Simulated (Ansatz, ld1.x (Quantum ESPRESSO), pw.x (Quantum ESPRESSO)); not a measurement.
**P: does the TM potential hold in the solid?**

ld1.x (Quantum ESPRESSO) 7.5 input, shortened:

```
&input
   title='P', zed=15., rel=1, dft='PBE', iswitch=3,
   config='[Ne] 3s2 3p3'
 /
 &inputp
   pseudotype=2, tm=.true., lloc=0,
   nlcc=.true.
 /
2
3P  2  1   3.00   0.00  1.85  1.85  0.0
3S  1  0   2.00   0.00  1.15  1.15  0.0
 &test
   configts(1)='3s2 3p3'
 /
```

Crystal test: bcc P in pw.x 7.5, no spin, 15³ k-points, Fermi–Dirac smearing 0.01 Ry, cutoffs 145/580 Ry. The lattice is a test structure that the element need not adopt, and mesh and smearing are coarse.

pw.x input:

```
&control
  calculation='scf', prefix='x', pseudo_dir='./', outdir='./tmp', tstress=.true., disk_io='none'
/
&system
  ibrav=0, nat=1, ntyp=1, ecutwfc=145, ecutrho=580, nbnd=9,
  occupations='smearing', smearing='fd', degauss=0.01
/
&electrons
  conv_thr=1e-09, mixing_beta=0.4, electron_maxstep=70
/
ATOMIC_SPECIES
P 1.0 P.UPF
CELL_PARAMETERS angstrom
  -1.52934798 1.52934798 1.52934798
  1.52934798 -1.52934798 1.52934798
  1.52934798 1.52934798 -1.52934798
ATOMIC_POSITIONS crystal
P 0.0000 0.0000 0.0000
K_POINTS automatic
15 15 15 0 0 0
```

```bash
pw.x < P.scf.in > P.scf.out
```

Question: How does the run end?

Answer: It converges; the pressure is 11.23 GPa against -0.58 GPa from all-electron LAPW. This is a poor potential for the solid. The log shows:

```
     using ibrav=0 with symmetry is DISCOURAGED, use correct ibrav instead
     lattice parameter (alat)  =       5.0057  a.u.
     unit-cell volume          =      96.5552 (a.u.)^3
     number of electrons       =         5.00
     number of Kohn-Sham states=            9
     kinetic-energy cutoff     =     145.0000  Ry
     charge density cutoff     =     580.0000  Ry
     scf convergence threshold =      1.0E-09
     Exchange-correlation= PBE
     number of k points=   120  Fermi-Dirac smearing, width (Ry)=  0.0100
     iteration #  1     ecut=   145.00 Ry     beta= 0.40
     total energy              =     -15.48258692 Ry
     estimated scf accuracy    <       0.00186904 Ry
     iteration #  2     ecut=   145.00 Ry     beta= 0.40
     total energy              =     -15.48253075 Ry
     estimated scf accuracy    <       0.00055495 Ry
     iteration #  3     ecut=   145.00 Ry     beta= 0.40
     total energy              =     -15.48257325 Ry
     estimated scf accuracy    <       0.00001098 Ry
     iteration #  4     ecut=   145.00 Ry     beta= 0.40
     total energy              =     -15.48257466 Ry
     estimated scf accuracy    <       0.00000013 Ry
     iteration #  5     ecut=   145.00 Ry     beta= 0.40
     total energy              =     -15.48257469 Ry
     estimated scf accuracy    <          4.9E-09 Ry
     iteration #  6     ecut=   145.00 Ry     beta= 0.40
     the Fermi energy is    11.4282 ev
!    total energy              =     -15.48257469 Ry
     estimated scf accuracy    <          2.1E-10 Ry
     smearing contrib. (-TS)   =      -0.00215324 Ry
     The total energy is F=E-TS. E is the sum of the following terms:
     one-electron contribution =       5.97905040 Ry
     hartree contribution      =       0.21358994 Ry
     xc contribution           =      -5.93269864 Ry
     ewald contribution        =     -15.74036315 Ry
     convergence has been achieved in   6 iterations
          total   stress  (Ry/bohr**3)                   (kbar)     P=      112.26
     Message from routine punch:
     Nothing written, as per user request (disk_io='none')
```
